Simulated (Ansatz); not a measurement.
# Ru (sc type): a single-point run

Wanted: a converged single-point run for Ru (sc type), and a check of what comes out.

Computed with Ansatz 0.2.0 (DFT, PBE, PAW with Ansatz's default frozen-core files, scalar-relativistic, unless a step's input says otherwise).

### 1 Starting point

Symmetry: Pm-3m, No. 221, cubic system. Conventional cell: a = 2.332 Å, b = 2.332 Å, c = 2.332 Å, α = 90.00°, β = 90.00°, γ = 90.00°. Around Ru (site symmetry m-3m) lie 6 Ru at 2.33 Å.

Structure file:

```cif
data_structure
_symmetry_space_group_name_H-M 'P 1'
_symmetry_Int_Tables_number 1
_cell_length_a 2.3320
_cell_length_b 2.3320
_cell_length_c 2.3320
_cell_angle_alpha 90.000
_cell_angle_beta 90.000
_cell_angle_gamma 90.000
_cell_volume 12.68
loop_
_atom_site_label
_atom_site_type_symbol
_atom_site_fract_x
_atom_site_fract_y
_atom_site_fract_z
_atom_site_occupancy
Ru1 Ru 0.00000 0.00000 0.00000 1
```

### 2 Running it

Input file input.yaml:

```yaml
crystal:
  lattice:
    - [2.3320440668, 0.0, 0.0]
    - [0.0, 2.3320440668, 0.0]
    - [0.0, 0.0, 2.3320440668]
  atoms:
    - { symbol: Ru, position: [0.0, 0.0, 0.0] }
kpoints:
  mp_grid: { grid: [15, 15, 15] }
scf:
  occupations: { method: fermi_dirac, width: 0.1 }
  max_iter: 50
hamiltonian:
  xc: pbe
  pseudopotentials: { kind: paw }
output:
  forces: true
  stress: true
  eigenvalues: true
  populations: true
basis:
  ecutrho_ratio: 1
```

Launch:

```sh
$ ansatz run input.yaml --threads 1 --pin off --max-ram 2048MiB --backend cpu --events-out ev --progress --plain --runs-dir out
```

**Question.** How will this run end, and is anything wrong with its input?

This run ends as converged, with warnings (cutoff below recommended). It gives a pressure of 95 GPa, which is large; a structure far from rest gives such values too, whatever the setting.

Look at the input: basis.ecutrho_ratio is 1. The density cutoff must be at least four times the energy cutoff of the waves.

The test: delete basis.ecutrho_ratio (the default then holds).
